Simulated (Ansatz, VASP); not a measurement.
## Zn (linear Zn chain): VASP beside Ansatz

Aim: how closely do two programs agree when they are given the same cell, functional and k mesh? The structure shown is the end of the Ansatz relaxation below.

Calculated with Ansatz 0.2.0; plane waves, with VASP 6.6.1 beside it; single point at PBE.

## 1. Set-up

The cell holds 1 atom: 1 Zn. Its edges and angles: a = 7.500 Å, b = 7.500 Å, c = 2.569 Å, α = 90.0°, β = 90.0°, γ = 90.0°. Vacuum lies along a and b. The structure's axis is c.

## 2. Ansatz: relaxation, PBE

Ansatz runs on its default PAW (the set named soft_2) files.

This run makes the geometry at which the two programs are then compared.

input.yaml

```yaml
crystal:
  lattice:
    - [7.5, 0.0, 0.0]
    - [0.0, 7.5, 0.0]
    - [0.0, 0.0, 2.2692]
  atoms:
    - { symbol: Zn, position: [0.5, 0.5, 0.0] }
kpoints:
  mp_grid: { grid: [1, 1, 36] }
scf:
  occupations: { method: fermi_dirac, width: 0.05 }
hamiltonian:
  xc: pbe
relax:
  cell: { fix: [a, b, alpha, beta, gamma] }
  max_steps: 60
```

Command:

```
$ ansatz run input.yaml --threads 4 --pin off --max-ram 8192MiB --backend cpu --events-out ev --progress --plain --runs-dir out
```

Numbers of over 12 decimals in the logs are rounded to 6 here.

Output:

```text
Engine: ansatz 0.2.0, aarch64-unknown-linux-gnu
Pseudopotentials: kind: paw
Pseudopotential: Zn, paw, valence charge 12, recommended cutoff 420 eV (normal), Zn.paw.azcp
Functional definition: PBE
  parameter kappa = 0.804
  parameter beta = 0.066725
  exchange = pbe_x(kappa = kappa, mu = beta*pi^2/3)
  correlation = pbe_c(beta = beta)
Crystal: 1 atoms, lattice volume = 127.643 Å³
Basis set: ecut = 420 eV, 2511 PW (Γ), exchange–correlation on 108×108×32 points (8 copies of the dense FFT grid, shifted against one another)
Bands: 10, of which v1, the nominal top of the filled ones, is band 6 counted from 1 (5 counted from 0)
Symmetry: 16 space group operations
Space group: P4/mmm (ITA 123), of the structure as read, at distance tolerance 5.0e-5 Å
k-points: 19 of 36
Non-local potential: Zn, projectors of the file, l = 0: 2, l = 1: 2, l = 2: 3, l = 3: 1
PAW form: soft (Blöchl's): semilocal exchange-correlation on the pseudo side does not see the compensation charge
PAW one-centre angular grid: Zn, 590 points (default); XC on 64 Gauss nodes
Initial density: superposition of atomic densities (neutral atoms: chi_scale 0, normalization atom), corrected by the library's trained network
Initial wavefunctions: pseudopotential atomic-orbital guess
Functional: x = pbe(κ = 0.804, μ = 0.219515), c = pbe(β = 0.066725)
SCF iter   1: F=—  HF=-3317.899128 eV  |F-HF|=—  |Δ(HF+E_count)|=         —  Δρ=1.69e-3  dr2=4.11e-3  ethr=1.77e-3  ⟨swp⟩=5.7  Hψ=1241  notcnv=0
preconditioner: auto → LDOS  [metal: Δε(μ)=0.028 eV  Ē_g=10.595 eV  σ=0.050 eV  W_gap=0.14  n_scr=12 (ndim 8)  ℏωp=11.4 eV  f_vac=0.710  D(μ)=2.11/eV (n_scr^D=12)  β→1.0]
SCF iter   2: F=—  HF=-3317.899873 eV  |F-HF|=—  |Δ(HF+E_count)|=   7.45e-4  Δρ=2.19e-3  dr2=3.27e-3  ethr=3.43e-5  ⟨swp⟩=2.1  Hψ=533  notcnv=0
SCF iter   3: F=—  HF=-3317.899972 eV  |F-HF|=—  |Δ(HF+E_count)|=   9.85e-5  Δρ=1.51e-3  dr2=1.76e-3  ethr=2.72e-5  ⟨swp⟩=2.0  Hψ=380  notcnv=0
SCF iter   4: F=—  HF=-3317.899356 eV  |F-HF|=—  |Δ(HF+E_count)|=   6.15e-4  Δρ=6.01e-4  dr2=3.05e-4  ethr=1.47e-5  ⟨swp⟩=2.0  Hψ=413  notcnv=0
SCF iter   5: F=—  HF=-3317.899275 eV  |F-HF|=—  |Δ(HF+E_count)|=   8.15e-5  Δρ=1.34e-4  dr2=1.45e-5  ethr=2.54e-6  ⟨swp⟩=2.0  Hψ=296  notcnv=0
SCF iter   6: F=—  HF=-3317.899253 eV  |F-HF|=—  |Δ(HF+E_count)|=   2.15e-5  Δρ=1.61e-5  dr2=1.90e-7  ethr=1.20e-7  ⟨swp⟩=2.0  Hψ=306  notcnv=0
SCF iter   7: F=-3317.899253 eV  HF=-3317.899253 eV  |F-HF|=1.64e-9  |Δ(HF+E_count)|=   3.94e-9  Δρ=1.26e-6  dr2=2.21e-9  ethr=8.33e-10  ⟨swp⟩=4.7  Hψ=652  notcnv=0
SCF 1 converged in 7 iterations: F = -3317.899253 eV  dr2 = 2.21e-9
  greatest PAW one-centre occupation: 0.986 electrons in one spin orbital (limit 2), on the Zn atom at site 0 (counted from 0), in its partial waves of l = 2
relax step   1: F+E_penalty+E_count = -3317.89925316 eV  Δ(F+E_penalty+E_count) = +0.000e0 eV  max|allowed force component| = 0.000e0 eV/Å  Δτ_max = 0.0000 Å  P = +1.362 GPa  Ω = 127.643 Å³  fix = [a, b, alpha, beta, gamma]  reactions: a -0.005, b -0.005 GPa  (7 SCF iters, dr2 threshold 1.00e-7 eV, accepted)
[...]
relax step   6: F+E_penalty+E_count = -3318.07363630 eV  Δ(F+E_penalty+E_count) = -4.998e-5 eV  max|allowed force component| = 0.000e0 eV/Å  Δτ_max = 0.0000 Å  P = -0.060 GPa  Ω = 144.089 Å³  energy of the carried Pulay correction = -9.172e-4 eV  fix = [a, b, alpha, beta, gamma]  reactions: a -0.092, b -0.092 GPa  (5 SCF iters, dr2 threshold 7.67e-9 eV, accepted)
[...]
relax step   7: F+E_penalty+E_count = -3318.07560499 eV  Δ(F+E_penalty+E_count) = -1.969e-3 eV  max|allowed force component| = 0.000e0 eV/Å  Δτ_max = 0.0000 Å  P = -0.040 GPa  Ω = 144.089 Å³  fix = [a, b, alpha, beta, gamma]  reactions: a -0.087, b -0.087 GPa  stress off target by 5.42e-2 GPa on what of the cell is left free  SCF on the basis re-selected at this cell (its energy is not comparable with the rows above)  (8 SCF iters)
[...]
relax step   8: F+E_penalty+E_count = -3318.07566181 eV  Δ(F+E_penalty+E_count) = -5.682e-5 eV  max|allowed force component| = 0.000e0 eV/Å  Δτ_max = 0.0000 Å  P = -0.056 GPa  Ω = 144.488 Å³  energy of the carried Pulay correction = -1.930e-5 eV  fix = [a, b, alpha, beta, gamma]  reactions: a -0.088, b -0.088 GPa  (5 SCF iters, dr2 threshold 7.35e-9 eV, accepted)
[...]
relax step   9: F+E_penalty+E_count = -3318.07568292 eV  Δ(F+E_penalty+E_count) = -2.110e-5 eV  max|allowed force component| = 0.000e0 eV/Å  Δτ_max = 0.0000 Å  P = -0.057 GPa  Ω = 144.488 Å³  fix = [a, b, alpha, beta, gamma]  reactions: a -0.089, b -0.089 GPa  stress off target by 6.89e-3 GPa on what of the cell is left free  SCF on the basis re-selected at this cell (its energy is not comparable with the rows above)  (7 SCF iters)
basis re-selected at this cell: Δ(F+E_penalty+E_count) = -2.110e-5 eV, ΔP = -0.000 GPa vs the last step (what re-selecting the basis moved, of the pressure what is left beyond the Pulay correction that the steps carried, after the strain that the cell walked since its last selection, with what the two solves' SCF thresholds leave and, on support functions, any second-order correction that the steps lacked; it is no measure of the basis error at this ecutwfc). This SCF's stress stands 6.89e-3 GPa from its target on what of the cell is left free (relax.cell.stress_tol is 5.00e-2 GPa) and its largest allowed force component is 0.00e0 eV/Å (relax.f_tol is 1.00e-2 eV/Å): [rest of the remark cut]
SCF converged after 7 iterations
Free energy (F): -3318.075683 eV
Harris-Foulkes:  -3318.075683 eV  (|F-HF|=2.27e-12)
Internal energy: -3318.069598 eV  (E = F + TS)
E sigma→0 (E₀):  -3318.072641 eV
Entropy (-TS):   -0.006085 eV (-6.085 meV/atom)
Fermi energy:    -0.931789 eV
--- Per-component energies (eV) ---
  E_band       = -95.749637
  E_kinetic    = 129.577613
  E_local      = -3228.476867  (includes V_loc(G=0)·N_el)
  E_nonlocal   = 611.260604
  E_hartree    = 1417.007803
  E_xc         = -135.765154
  E_vxc        = -49.670904  (∫ρ·V_xc dr)
  E_paw        = -1825.140846  (= ΣΔE_a)
  E_vpaw       = -392.455230  (= ΣTr[D̂ρ^β])
  E_aug_tail   = -0.000365  (compensation charges beyond the density's cutoff)
  E_ewald      = -286.532386
  E_smearing   = -0.006085  (= −TS)
  E_closure    = 0.000000  (closes the sum)
  Σ components = -3318.075683   (vs F -3318.075683, Δ=0.00e0)
--- Forces (eV/Å), atoms counted from 1 ---
  atom   1  Zn    -0.00000000    -0.00000000    -0.00000000
  max |Σ_I F_I| component: 4.42e-29 eV/Å
--- Stress (GPa, compression-positive) ---
       -0.088554      -0.000000      -0.000000
       -0.000000      -0.088554      -0.000000
       -0.000000      -0.000000       0.006894
  P = ⅓ Tr σ = -0.0567 GPa (-0.567 kbar)
--- Relaxed structure (7 steps of the walk, 7 accepted, 2 SCFs on fresh bases) ---
  F+E_penalty+E_count = -3318.07568292 eV   max|allowed force component| = 0.000e0 eV/Å   (the final SCF, on the basis selected at the relaxed cell)
  cell:  # Å, volume = 144.4879 Å³
    - [7.5, 0.0, 0.0]
    - [0.0, 7.5, 0.0]
    - [0.0, 0.0, 2.568673]
  atoms:
    - { symbol: Zn, position: [0.5, 0.5, 0.0] }
```

Reading the cycles: dr2 is the Hartree energy of the density residual (eV), the measure of convergence; HF is the Harris–Foulkes estimate of the energy, which meets the free energy F at convergence.

## 3. VASP: single point, PBE

The same cell, functional, mesh and smearing now go to VASP, with its own data sets.

Lines of VASP's logs that name or quote its potential files are left out, and so is its time.

INCAR

```
SYSTEM = Zn
PREC = Accurate
ENCUT = 500
EDIFF = 1E-06
NELM = 120
ISMEAR = -1
SIGMA = 0.05
LREAL = .FALSE.
ALGO = Normal
GGA = PE
NBANDS = 12
LORBIT = 11
LWAVE = .FALSE.
LCHARG = .FALSE.
ISIF = 2
LASPH = .TRUE.
GGA_COMPAT = .FALSE.
EFERMI = MIDGAP
```

POSCAR

```
Zn
1.0
    7.5000000000      0.0000000000      0.0000000000
    0.0000000000      7.5000000000      0.0000000000
    0.0000000000      0.0000000000      2.5686732038
Zn
1
Direct
    0.5000000000      0.5000000000      0.0000000000
```

KPOINTS

```
Automatic mesh
0
Gamma
1 1 36
0 0 0
```

PAW data sets: Zn (PBE family, release 64).

Command:

```
$ mpirun -np 1 vasp_std
```

Output:

```text
[banner, memory and clock lines left out]
running    1 mpi-ranks, on    1 nodes
 distrk:  each k-point on    1 cores,    1 groups
 distr:  one band on    1 cores,    1 groups

 POSCAR found type information on POSCAR Zn
 POSCAR found :  1 types and       1 ions
 LDA part: xc-table for (Slater+PW92), standard interpolation
 POSCAR, INCAR and KPOINTS ok, starting setup
 FFT: planning ... GRIDC
 FFT: planning ... GRID_SOFT
 FFT: planning ... GRID
 WAVECAR not read
 entering main loop
       N       E                     dE             d eps       ncg     rms          rms(c)
DAV:   1     0.408688019576E+02    0.40869E+02   -0.47350E+03   456   0.745E+02
DAV:   2     0.139105163311E+01   -0.39478E+02   -0.38220E+02   508   0.166E+02
DAV:   3    -0.188837552768E+00   -0.15799E+01   -0.15778E+01   544   0.363E+01
DAV:   4    -0.200012828171E+00   -0.11175E-01   -0.11174E-01   512   0.343E+00
DAV:   5    -0.200114293957E+00   -0.10147E-03   -0.10146E-03   548   0.266E-01    0.149E+00
DAV:   6    -0.172757603924E+00    0.27357E-01   -0.57476E-02   480   0.345E+00    0.885E-01
DAV:   7    -0.160462935657E+00    0.12295E-01   -0.17524E-02   480   0.929E-01    0.217E-01
DAV:   8    -0.159987752958E+00    0.47518E-03   -0.30739E-03   504   0.449E-01    0.749E-02
DAV:   9    -0.160197563074E+00   -0.20981E-03   -0.38950E-04   476   0.102E-01    0.389E-02
DAV:  10    -0.160152134555E+00    0.45429E-04   -0.30538E-05   512   0.383E-02    0.178E-02
DAV:  11    -0.160213463309E+00   -0.61329E-04   -0.45932E-05   460   0.320E-02    0.113E-02
DAV:  12    -0.160224609275E+00   -0.11146E-04   -0.17335E-06   476   0.635E-03    0.505E-03
DAV:  13    -0.160243436638E+00   -0.18827E-04   -0.42032E-06   460   0.894E-03    0.146E-03
DAV:  14    -0.160244035470E+00   -0.59883E-06   -0.15225E-07   456   0.250E-03
   1 F= -.16024404E+00 E0= -.15717435E+00  d E =-.613937E-02
```

From OUTCAR (step 3):

```text
ion  position               nearest neighbor table
   1  0.500  0.500  0.000-

  LATTYP: Found a simple tetragonal cell.
 ALAT       =     7.5000000000
 C/A-ratio  =     0.3424897605

 Subroutine GETGRP returns: Found 16 space group operations
 (whereof 16 operations were pure point group operations)

The static configuration has the point symmetry D_4h.

 Found     19 irreducible k-points:

   k-points           NKPTS =     19   k-points in BZ     NKDIM =     19   number of bands    NBANDS=     12

   dimension x,y,z NGX =    56 NGY =   56 NGZ =   20
   dimension x,y,z NGXF=   112 NGYF=  112 NGZF=   40

   ENCUT  =  500.0 eV  36.75 Ry    6.06 a.u.  13.67 13.67  4.68*2*pi/ulx,y,z

   NELECT =      12.0000    total number of electrons

 k-points in reciprocal lattice and weights: Automatic mesh
   0.00000000  0.00000000  0.00000000       0.028
   0.00000000  0.00000000  0.02777778       0.056
   0.00000000  0.00000000  0.05555556       0.056
   0.00000000  0.00000000  0.08333333       0.056
   0.00000000  0.00000000  0.11111111       0.056
   0.00000000  0.00000000  0.13888889       0.056
   0.00000000  0.00000000  0.16666667       0.056
   0.00000000  0.00000000  0.19444444       0.056
   0.00000000  0.00000000  0.22222222       0.056
[...]
0.00000000  0.00000000  0.47222222       0.056
   0.00000000  0.00000000  0.50000000       0.028

 average (electrostatic) potential at core
       1 -42.0298

 E-fermi :  -1.7659

 k-point     1 :       0.0000    0.0000    0.0000
  band No.  band energies     occupation
    ...
      2      -9.5924      2.00000
      3      -9.5922      2.00000
      4      -9.1734      2.00000
      5      -9.1734      2.00000
      6      -7.1908      2.00000
      7      -1.6322      0.12925
      8      -1.6322      0.12925
      9       0.0195      0.00000
     10       1.4160      0.00000
     11       3.3011      0.00000
    ...

 k-point     2 :       0.0000    0.0000    0.0278
  band No.  band energies     occupation
    ...
      2      -9.5917      2.00000
      3      -9.5914      2.00000
      4      -9.1783      2.00000
      5      -9.1783      2.00000
      6      -7.1769      2.00000
      7      -1.6121      0.08822
      8      -1.6121      0.08822
      9       0.0367      0.00000
     10       1.4333      0.00000
     11       3.3190      0.00000
    ...

 k-point     3 :       0.0000    0.0000    0.0556
  band No.  band energies     occupation
    ...
      2      -9.5895      2.00000
      3      -9.5892      2.00000
      4      -9.1929      2.00000
      5      -9.1929      2.00000
      6      -7.1349      2.00000
      7      -1.5517      0.02720
      8      -1.5517      0.02720
      9       0.0882      0.00000
     10       1.4855      0.00000
     11       3.3728      0.00000
    ...

  Total       -0.0833791     -0.0833791      0.0310010      0.0000000      0.0000000     -0.0000000
  in kB       -0.9245631     -0.9245631      0.3437602      0.0000000      0.0000000     -0.0000000
  external PRESSURE =      -0.5017887 kB  Pullay stress =       0.0000000 kB

  energy-cutoff  :      500.00
  volume of cell :      144.49
      direct lattice vectors                 reciprocal lattice vectors
     7.500000000  0.000000000  0.000000000     0.133333333  0.000000000  0.000000000
     0.000000000  7.500000000  0.000000000     0.000000000  0.133333333  0.000000000
     0.000000000  0.000000000  2.568673204     0.000000000  0.000000000  0.389306043

 POSITION                                       TOTAL-FORCE (eV/Angst)
 -----------------------------------------------------------------------------------
      3.75000      3.75000      0.00000         0.000000      0.000000      0.000000
 -----------------------------------------------------------------------------------
    total drift:                                0.000000      0.000000      0.000000

  FREE ENERGIE OF THE ION-ELECTRON SYSTEM (eV)
  ---------------------------------------------------
  free  energy   TOTEN  =        -0.1602440355 eV

  energy  without entropy=       -0.1541046609  energy(sigma->0) =       -0.15717435

 total charge
# of ion       s       p       d       tot
------------------------------------------
    1        0.756   0.196   9.718  10.670

[... 3 further parts left out ...]
```

## 4. Differences

Known differences besides the potentials themselves: the cutoff is 420 eV in Ansatz and 500 eV in VASP; Ansatz's pressure holds a Pulay correction, VASP's none. Total energies have different zeros and are not compared.

Compared:

```tsv
quantity	Ansatz	VASP	difference
pressure (GPa)	-0.06	-0.05	-0.01
gap on the k mesh (eV)	0.163	0.161	+0.002
```

A gap on the mesh is an upper bound, since the band edges may lie between its points.

## 5. Outcome

- difference in gap on the k mesh (single point, PBE): 0.0017 eV

**Reading.** The difference in gap on the k mesh is 0.0017 eV (single point, PBE), within the 0.08 eV picked in this series as the mark of a large difference. Such differences can come from data sets, numerical settings and the points named under the comparisons, not from the functional's error against experiment.

[Lines on the potential files, build, host, timing and source positions are cut from VASP's logs without a mark.]

[Logs are printed without paths, hosts, clocks, repeated set-up lines and the standing remarks that a program may print on its own settings, such as how far it seeks lower states.]

[Hosts, paths, dates, database ids (printed as entryN), source tags and the programs' standing remarks are cut or masked in the printed files.]
